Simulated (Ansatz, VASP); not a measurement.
**Two plane-wave programs on Al**

INCAR

```
SYSTEM = Al
ALGO = Normal ; EDIFF = 1E-6
ENCUT = 520 ; GGA = PS
ISIF = 2 ; ISMEAR = 0
IVDW = 12 ; LASPH = .True.
LCHARG = .False. ; LREAL = .False.
LWAVE = .False. ; NBANDS = 8
NELM = 80 ; PREC = Accurate
SIGMA = 0.15
```

KPOINTS

```
k-points
0
Gamma
  26 26 26
  0 0 0
```

POSCAR

```
Al
1.0
    0.0000000000      1.9812776140      1.8326817930
    1.9812776140      0.0000000000      1.8326817930
    1.9812776140      1.9812776140      0.0000000000
Al
1
Direct
    0.0000000000      0.0000000000      0.0000000000
```

Input for Ansatz:

```yaml
crystal:
  lattice:
    - [0.0, 1.981277614, 1.832681793]
    - [1.981277614, 0.0, 1.832681793]
    - [1.981277614, 1.981277614, 0.0]
  atoms:
    - { symbol: Al, position: [0.0, 0.0, 0.0] }
basis:
  ecutwfc: 420
kpoints:
  mp_grid: { grid: [26, 26, 26] }
hamiltonian:
  xc: pbesol
  dispersion: d3bj
scf:
  occupations: { method: gaussian, width: 0.15 }
output:
  forces: true
  stress: true
  eigenvalues: true
  write_density: true
  write_potential: true
  elf: true
  volumetric_format: npy
```

Change from the starting cell: strain -0.0750 x Voigt [0, 0, 1, 0, 0, 0], atoms carried along.

Alike in both runs: task single point; functional PBEsol; dispersion D3(BJ); k mesh 26 × 26 × 26; occupations gaussian, width 0.15 eV; no spin polarisation.

```csv
,VASP,Ansatz
version,VASP 6.6.1,Ansatz 0.2.0
potentials or method,"VASP PAW PBE potentials, release 64 (Al)","scalar-relativistic, plane waves, PAW"
plane-wave cutoff (eV),520,420
valence electrons in the cell,3,3
```

```tsv
	VASP	Ansatz	Ansatz less VASP
gap on the k mesh at the Fermi level (eV)	none	none	-
pressure (GPa)	9.0	8.9	-0.12
largest component of the traceless stress (GPa)	4.39	4.37	-0.015
```

A gap of «none» marks a metal or a gap that the smearing closes.

Caveats: the PAW data sets were made with another functional, which shifts forces and pressure a little (VASP); pairwise dispersion overbinds metals, which lowers pressure and volume.
